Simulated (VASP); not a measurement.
# W (Fm-3m) in VASP: a series of runs

The runs below take W through relaxation of cell and atoms, with PBEsol, RPBE, revPBE, BLYP.

Everything below comes from runs of VASP 6.6.1. Logs are shortened: lines on timing, memory, paths and dates and some standing lists are left out, and cuts for length are marked.

### Step 1. Starting point

It takes space group Fm-3m (No. 225, cubic). The conventional cell has a = 4.060 Å, b = 4.060 Å, c = 4.060 Å, α = 90.00°, β = 90.00°, γ = 90.00°. W (site symmetry m-3m) has 12 W at 2.87 Å as nearest neighbours.

This isn't the form of W at room conditions, which is bcc.

### Step 2. Relaxation of cell and atoms, PBEsol

File INCAR:

```
SYSTEM = W
  ALGO = Normal
  EDIFF = 1E-7
  EDIFFG = -0.01
  ENCUT = 600
  GGA = PS
  IBRION = 2
  ISIF = 3
  ISMEAR = -1
  LASPH = .True.
  LCHARG = .False.
  LREAL = .False.
  LWAVE = .False.
  NELM = 100
  NSW = 60
  PREC = Accurate
  SIGMA = 0.05
```

File KPOINTS:

```
k-points
0
Gamma
  11 11 11
  0 0 0
```

File POSCAR:

```
W
1.0
    0.0000000000      2.0300000000      2.0300000000
    2.0300000000      0.0000000000      2.0300000000
    2.0300000000      2.0300000000      0.0000000000
W
1
Direct
    0.0000000000      0.0000000000      0.0000000000
```

Potentials or basis: VASP PAW PBE potentials, release 64 (W_sv).

Command:

```
$ cat potpaw_PBE.64/W_sv/POTCAR > POTCAR
$ mpirun -np 1 vasp_std > vasp.out
```

OUTCAR:

```text
SYSTEM = W
   EDIFF = 1E-7
   EDIFFG = -0.01
   ENCUT = 600
   GGA = PS
   IBRION = 2
   ISIF = 3
   ISMEAR = -1
   LASPH = .True.
   LREAL = .False.
   NELM = 100
   NSW = 60
   PREC = Accurate

 ion  position               nearest neighbor table
   1  0.000  0.000  0.000-

  LATTYP: Found a face centered cubic cell.
 ALAT       =     4.0600000000

  Lattice vectors:

 A1 = (   0.0000000000,   2.0300000000,   2.0300000000)
 A2 = (   2.0300000000,   0.0000000000,   2.0300000000)
 A3 = (   2.0300000000,   2.0300000000,   0.0000000000)

Analysis of symmetry for initial positions (statically):
=====================================================================
 Subroutine PRICEL returns:
 Original cell was already a primitive cell.

 Routine SETGRP: Setting up the symmetry group for a
 face centered cubic supercell.

 Subroutine GETGRP returns: Found 48 space group operations
 (whereof 48 operations were pure point group operations)
 out of a pool of 48 trial point group operations.

The static configuration has the point symmetry O_h .

Analysis of symmetry for dynamics (positions and initial velocities):
=====================================================================
 Subroutine PRICEL returns:
 Original cell was already a primitive cell.

 Routine SETGRP: Setting up the symmetry group for a
 face centered cubic supercell.

 Subroutine GETGRP returns: Found 48 space group operations
 (whereof 48 operations were pure point group operations)
 out of a pool of 48 trial point group operations.

The dynamic configuration has the point symmetry O_h .

 Subroutine INISYM returns: Found 48 space group operations
 (whereof 48 operations are pure point group operations),
 and found     1 'primitive' translations

----------------------------------------------------------------------------------------

                                     Primitive cell

  volume of cell :      16.7309

  direct lattice vectors                    reciprocal lattice vectors
     0.000000000  2.030000000  2.030000000    -0.246305419  0.246305419  0.246305419
     2.030000000  0.000000000  2.030000000     0.246305419 -0.246305419  0.246305419
     2.030000000  2.030000000  0.000000000     0.246305419  0.246305419 -0.246305419

  length of vectors
[... 98 lines left out ...]
   IMIX   =      4    mixing-type and parameters
     AMIX     =   0.40;   BMIX     =  1.00
     AMIX_MAG =   1.60;   BMIX_MAG =  1.00
  volume/ion in A,a.u.               =      16.73       112.91
  Fermi-wavevector in a.u.,A,eV,Ry     =   1.542688  2.915258 32.380324  2.379887
  Thomas-Fermi vector in A             =   2.648457
   LORBIT       =      0    0 simple, 1 ext, 2 COOP (PROOUT), +10 PAW based schemes
   GGA     = PS    functional components
   LHFCALC =     F    Hartree Fock is set to
   AEXX    =    0.0000 exact exchange contribution
   IVDW    =     0    specifies the selected vdW correction
   LEPSILON=     F    determine dielectric tensor
   LRPA    =     F    only Hartree local field effects (RPA)
 conjugate gradient relaxation of ions
 non-spin polarized calculation
  energy-cutoff  :      600.00
  volume of cell :       16.73
 maximum number of plane-waves:       568
   NGX = 11   NGY = 11   NGZ = 11

--------------------------------------- Ionic step        1  -------------------------------------------

 number of electron      14.0000002 magnetization

 Free energy of the ion-electron system (eV)
  ---------------------------------------------------
  ext. energy  EPLUGINS =         0.00000000
  ---------------------------------------------------
  free energy    TOTEN  =       -13.29525829 eV

  energy without entropy =      -13.28660359  energy(sigma->0) =      -13.29093094

------------------------ aborting loop because EDIFF is reached ----------------------------------------

  FORCE on cell =-STRESS in cart. coord.  units (eV):
  Direction    XX          YY          ZZ          XY          YZ          ZX
  --------------------------------------------------------------------------------------
  -------------------------------------------------------------------------------------
  Total       -1.2808119     -1.2808119     -1.2808119      0.0000000     -0.0000000      0.0000000
  in kB     -122.6529013   -122.6529013   -122.6529013      0.0000000     -0.0000000      0.0000000
  external PRESSURE =    -122.6529013 kB  Pullay stress =       0.0000000 kB
[... 197 lines left out ...]
--------------------------------------- Ionic step        7  -------------------------------------------

 number of electron      14.0000000 magnetization

 Free energy of the ion-electron system (eV)
  ---------------------------------------------------
  ext. energy  EPLUGINS =         0.00000000
  ---------------------------------------------------
  free energy    TOTEN  =       -13.32314605 eV

  energy without entropy =      -13.31509843  energy(sigma->0) =      -13.31912224

 E-fermi :  10.6179     XC(G=0): -13.6892

 val. band max:       10.5668276619   @ k =  -0.2727   0.0909   0.0000
 cond. band min:      10.6417712545   @ k =   0.1818   0.0909   0.0000
 fundamental gap:      0.0749435926
 Fermi energy:        10.6178907662

 k-point     1 :       0.0000    0.0000    0.0000
  band No.  band energies     occupation
      1     -62.9534      2.00000
      2     -26.5472      2.00000
      3     -26.5472      2.00000
      4     -26.5472      2.00000
      5       1.5151      2.00000
      6      10.0478      1.99998
      7      10.0478      1.99998
      8      10.0478      1.99998
      9      13.2691      0.00000
     10      13.2691      0.00000
     11      23.5027      0.00000
[... 309 lines left out ...]
 k-point    24 :      -0.1818    0.1818    0.0000
  band No.  band energies     occupation
      1     -62.8747      2.00000
      2     -27.2477      2.00000
      3     -26.8414      2.00000
      4     -26.6309      2.00000
      5       4.7607      2.00000
      6       8.4800      2.00000
      7       9.9479      2.00000
      8      11.5864      0.00000
      9      11.6729      0.00000
     10      15.3015      0.00000
     11      25.1438      0.00000

 [... further k-points ...]

------------------------ aborting loop because EDIFF is reached ----------------------------------------

  FORCE on cell =-STRESS in cart. coord.  units (eV):
  Direction    XX          YY          ZZ          XY          YZ          ZX
  --------------------------------------------------------------------------------------
  -------------------------------------------------------------------------------------
  Total        0.0004208      0.0004208      0.0004208      0.0000000     -0.0000000      0.0000000
  in kB        0.0420540      0.0420540      0.0420540      0.0000000     -0.0000000      0.0000000
  external PRESSURE =       0.0420540 kB  Pullay stress =       0.0000000 kB
[... 16 lines left out ...]
  FREE ENERGIE OF THE ION-ELECTRON SYSTEM (eV)
  ---------------------------------------------------
  free  energy   TOTEN  =       -13.3231460467 eV

  energy  without entropy=      -13.3150984288  energy(sigma->0) =      -13.31912224

 reached required accuracy - stopping structural energy minimisation
```

OSZICAR:

```text
N       E                     dE             d eps       ncg     rms          rms(c)
DAV:   1     0.802015983822E+02    0.80202E+02   -0.86714E+03  1240   0.158E+03
DAV:   2    -0.122619327274E+02   -0.92464E+02   -0.90180E+02  1349   0.351E+02
[... 53 lines left out ...]
   6 F= -.13323122E+02 E0= -.13319093E+02  d E =0.208941E-04
       N       E                     dE             d eps       ncg     rms          rms(c)
DAV:   1    -0.133233499166E+02   -0.22757E-03   -0.48316E-03  1268   0.110E+00    0.182E-01
DAV:   2    -0.133231750586E+02    0.17486E-03   -0.25971E-04  1277   0.220E-01    0.418E-02
DAV:   3    -0.133231449379E+02    0.30121E-04   -0.84107E-05  1289   0.122E-01    0.327E-02
DAV:   4    -0.133231461359E+02   -0.11981E-05   -0.20350E-06  1280   0.194E-02    0.404E-03
DAV:   5    -0.133231460467E+02    0.89208E-07   -0.15253E-07   835   0.520E-03
   7 F= -.13323146E+02 E0= -.13319122E+02  d E =-.279796E-05
```

It took 23 s on 1 thread of Intel Xeon Platinum 8488C (Sapphire Rapids), shared host; peak memory 0.15 GiB.

What came out:

| Item | Value |
| --- | --- |
| Free energy | -13.3231 eV |
| Relaxed volume | 16.03 Å³/atom |
| Relaxed cell | a = 2.830 Å, b = 2.830 Å, c = 2.830 Å, α = 60.00°, β = 60.00°, γ = 60.00° |
| Space group after relaxing (to 0.05 Å) | Fm-3m (No. 225) |
| Energy gained by relaxing | 27.9 meV/atom |
| Ionic steps | 7 |
| Pressure after relaxing | 0.0 GPa |
| Band gap on the k mesh | none (metal or under the smearing width) |

The path:
| step | energy change (eV) | largest force (eV/Å) | pressure (GPa) | volume (Å³) |
| --- | --- | --- | --- | --- |
| 1 | 0.0000 | 0.0000 | -12.27 | 16.73 |
| 2 | 0.3522 | 0.0000 | 61.73 | 13.82 |
| 3 | -0.0277 | 0.0000 | -1.00 | 16.08 |
| 4 | -0.0279 | 0.0000 | -0.13 | 16.04 |
| 5 | -0.0279 | 0.0000 | 0.13 | 16.02 |
| 6 | -0.0279 | 0.0000 | -0.37 | 16.05 |
| 7 | -0.0279 | 0.0000 | 0.00 | 16.03 |

Final structure:
```xyz
1
Lattice="0.0000 2.0012 2.0012 2.0012 0.0000 2.0012 2.0012 2.0012 0.0000" Properties=species:S:1:pos:R:3 pbc="T T T"
W     0.0000    0.0000    0.0000
```

Levels at points of the mesh, in eV from the Fermi level:
```csv
k point,band 3,band 4,band 5,band 6,band 7,band 8,band 9,band 10,band 11
"(0.00, 0.00, 0.00)",-37.17,-37.17,-9.10,-0.57,-0.57,-0.57,2.65,2.65,12.88
```

Caveat: the PAW data sets were made with another functional, which shifts forces and pressure a little.

### Step 3. Relaxation of cell and atoms, RPBE

INCAR: that of step 2 with these lines changed.

```diff
@@ -5,3 +5,3 @@
   ENCUT = 600
-  GGA = PS
+  GGA = RP
   IBRION = 2
```

KPOINTS is that of step 2.

POSCAR is that of step 2.

Potentials or basis: VASP PAW PBE potentials, release 64 (W_sv).

Command:

```
$ cat potpaw_PBE.64/W_sv/POTCAR > POTCAR
$ mpirun -np 1 vasp_std > vasp.out
```

Wall time 12 s (1 thread of Intel Xeon Platinum 8488C (Sapphire Rapids), shared host); peak memory 0.14 GiB.

The run converged. Its results:

```
Free energy                            : -11.9370 eV
Relaxed volume                         : 16.67 Å³/atom
Relaxed cell                           : a = 2.868 Å, b = 2.868 Å, c = 2.868 Å, α = 60.00°, β = 60.00°, γ = 60.00°
Space group after relaxing (to 0.05 Å) : Fm-3m (No. 225)
Energy gained by relaxing              : 0.2 meV/atom
Ionic steps                            : 3
Pressure after relaxing                : 0.0 GPa
Band gap on the k mesh                 : none (metal or under the smearing width)
```

The path:
```
step  energy change (eV)  largest force (eV/Å)  pressure (GPa)  volume (Å³)
   1              0.0000                0.0000           -0.95        16.73
   2              0.0016                0.0000            3.17        16.49
   3             -0.0002                0.0000            0.01        16.67
```

Final structure:
```yaml
crystal:
  lattice:
    - [0.00000, 2.02770, 2.02770]
    - [2.02770, 0.00000, 2.02770]
    - [2.02770, 2.02770, 0.00000]
  atoms:
    - { symbol: W, position: [0.00000, 0.00000, 0.00000] }
```

Levels at points of the mesh, in eV from the Fermi level:
```tsv
k point	band 5	band 6	band 7	band 8	band 9	band 10
(0.00, 0.00, 0.00)	-8.93	-0.55	-0.55	-0.55	2.52	2.52
```

Caveat: the PAW data sets were made with another functional, which shifts forces and pressure a little. Spin-orbit coupling is left out, which matters for the levels of W.

### Step 4. Relaxation of cell and atoms, revPBE

INCAR: that of step 3 with these lines changed.

```diff
@@ -5,3 +5,3 @@
   ENCUT = 600
-  GGA = RP
+  GGA = RE
   IBRION = 2
```

KPOINTS is that of step 3.

POSCAR is that of step 3.

Command:

```
$ cat potpaw_PBE.64/W_sv/POTCAR > POTCAR
$ mpirun -np 1 vasp_std > vasp.out
```

It took 14 s on 1 thread of Intel Xeon Platinum 8488C (Sapphire Rapids), shared host; peak memory 0.15 GiB.

It converged, with:

- Free energy: -12.0464 eV
- Relaxed volume: 16.62 Å³/atom
- Relaxed cell: a = 2.864 Å, b = 2.864 Å, c = 2.864 Å, α = 60.00°, β = 60.00°, γ = 60.00°
- Space group after relaxing (to 0.05 Å): Fm-3m (No. 225)
- Energy gained by relaxing: 0.7 meV/atom
- Ionic steps: 3
- Pressure after relaxing: 0.0 GPa
- Band gap on the k mesh: none (metal or under the smearing width)

Step by step:
| step | energy change (eV) | largest force (eV/Å) | pressure (GPa) | volume (Å³) |
| --- | --- | --- | --- | --- |
| 1 | 0.0000 | 0.0000 | -1.92 | 16.73 |
| 2 | 0.0068 | 0.0000 | 6.73 | 16.25 |
| 3 | -0.0007 | 0.0000 | -0.02 | 16.62 |

Final structure:
```xyz
1
Lattice="0.0000 2.0254 2.0254 2.0254 0.0000 2.0254 2.0254 2.0254 0.0000" Properties=species:S:1:pos:R:3 pbc="T T T"
W     0.0000    0.0000    0.0000
```

Levels at points of the mesh, in eV from the Fermi level:
```csv
k point,band 4,band 5,band 6,band 7,band 8,band 9,band 10,band 11
"(0.00, 0.00, 0.00)",-37.37,-8.94,-0.55,-0.55,-0.55,2.53,2.53,12.73
```

Caveat: the PAW data sets were made with another functional, which shifts forces and pressure a little. The run has no spin-orbit coupling, so splittings on W are missing.

### Step 5. Relaxation of cell and atoms, BLYP

INCAR: that of step 4 with these lines changed.

```diff
@@ -1,2 +1,6 @@
 SYSTEM = W
+  AGGAC = 1.0
+  AGGAX = 1.0
+  ALDAC = 0.0
+  ALDAX = 1.0
   ALGO = Normal
@@ -5,3 +9,3 @@
   ENCUT = 600
-  GGA = RE
+  GGA = B5
   IBRION = 2
```

KPOINTS is that of step 4.

POSCAR is that of step 4.

Command:

```
$ cat potpaw_PBE.64/W_sv/POTCAR > POTCAR
$ mpirun -np 1 vasp_std > vasp.out
```

Wall time 29 s (1 thread of Intel Xeon Platinum 8488C (Sapphire Rapids), shared host); peak memory 0.14 GiB.

The run converged. Its results:

* Free energy: -10.8477 eV
* Relaxed volume: 17.12 Å³/atom
* Relaxed cell: a = 2.893 Å, b = 2.893 Å, c = 2.893 Å, α = 60.00°, β = 60.00°, γ = 60.00°
* Space group after relaxing (to 0.05 Å): Fm-3m (No. 225)
* Energy gained by relaxing: 7.7 meV/atom
* Ionic steps: 4
* Pressure after relaxing: 0.0 GPa
* Band gap on the k mesh: none (metal or under the smearing width)

Step by step:
| step | energy change (eV) | largest force (eV/Å) | pressure (GPa) | volume (Å³) |
| --- | --- | --- | --- | --- |
| 1 | 0.0000 | 0.0000 | 6.40 | 16.73 |
| 2 | 0.0614 | 0.0000 | -16.19 | 18.40 |
| 3 | -0.0076 | 0.0000 | -0.19 | 17.13 |
| 4 | -0.0077 | 0.0000 | -0.01 | 17.12 |

Final structure:
```cif
data_structure
_symmetry_space_group_name_H-M 'P 1'
_symmetry_Int_Tables_number 1
_cell_length_a 2.8931
_cell_length_b 2.8931
_cell_length_c 2.8931
_cell_angle_alpha 60.000
_cell_angle_beta 60.000
_cell_angle_gamma 60.000
_cell_volume 17.12
loop_
_atom_site_label
_atom_site_type_symbol
_atom_site_fract_x
_atom_site_fract_y
_atom_site_fract_z
_atom_site_occupancy
W1 W 0.00000 0.00000 0.00000 1
```

Levels at points of the mesh, in eV from the Fermi level:
```
           k point  band 4  band 5  band 6  band 7  band 8  band 9  band 10  band 11
(0.00, 0.00, 0.00)  -37.24   -8.53   -0.54   -0.54   -0.54    2.37     2.37    12.93
```

Caveat: the PAW data sets were made with another functional, which shifts forces and pressure a little.

### Step 6. The reference run

An earlier run on the cell as given: functional PBEsol; potentials or basis VASP PAW PBE potentials, release 64 (W_sv); cutoff 520 eV; k mesh 11 × 11 × 11; occupations fermi-dirac, width 0.05 eV; no spin polarisation.

* Pressure: -12.3 GPa
* Band gap on the k mesh: none (metal or under the smearing width)

### Step 7. Summary

```tsv
task	level	cell	cutoff (eV)	ladder	gap on the mesh (eV)	pressure (GPa)	relaxed volume (Å³/atom)
relaxation of cell and atoms	PBEsol	relaxed	600	-	none	0.0	16.03
relaxation of cell and atoms	RPBE	relaxed	600	-	none	0.0	16.67
relaxation of cell and atoms	revPBE	relaxed	600	-	none	0.0	16.62
relaxation of cell and atoms	BLYP	relaxed	600	-	none	0.0	17.12
single point	PBEsol	as given	520	free	none	-12.3	-
```

Alike in all rows: potentials or basis VASP PAW PBE potentials, release 64 (W_sv); no spin polarisation; k mesh 11 × 11 × 11; smearing fermi-dirac 0.05 eV.

Caveats: the PAW data sets were made with another functional, which shifts forces and pressure a little.

Total energies depend on the potentials used, so only differences within one code and one set of settings carry meaning.
